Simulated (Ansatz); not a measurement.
`FC(F)C(F)(F)F` + `N[SiH3]` → `FC(F)N[SiH3]` + `FC(F)F`  (substitution at a C–C bond)

Calculated with Ansatz (gas phase, PBE0-D4/def2-TZVP geometries, no zero-point term in ΔE). CCSD(T)/CBS adds triple-zeta CCSD(T) − MP2 to the extrapolated MP2 energy (def2 sets, frozen cores). This one scheme is used for every species. Functionals use def2-TZVPP. B3LYP here is the variant with VWN-RPA as its local correlation; programs differ in this. One conformer a species, not always the lowest.

```csv
level,ΔE (kJ/mol),difference from CCSD(T)/CBS
PBE-D4,-22.3,-4.3
r2SCAN-D4,-17.3,0.7
B3LYP-D4,-23.7,-5.7
ωB97M-V,-18.2,-0.2
B2PLYP,-22.2,-4.2
PBE,-21.4,-3.4
PBE0,-20.5,-2.5
B3LYP,-22.3,-4.3
HF/def2-TZVPP,-21.5,-3.5
MP2/def2-TZVPP,-22.7,-4.7
CCSD/def2-TZVPP,-19.9,-1.9
HF/def2-QZVPP,-21.2,-3.2
SCS-MP2/def2-QZVPP,-20.9,-2.9
HF/CBS(def2),-21.2,-3.2
MP2/CBS(def2),-20.6,-2.6
CCSD/CBS(def2),-17.8,0.2
CCSD(T)/CBS,-18.0,0
```

Largest T1 diagnostic among the species: 0.012.

CCSD(T)/CBS has its own doubt, a few kJ/mol and more with outer-core shells, so smaller differences from it don't rank the levels.
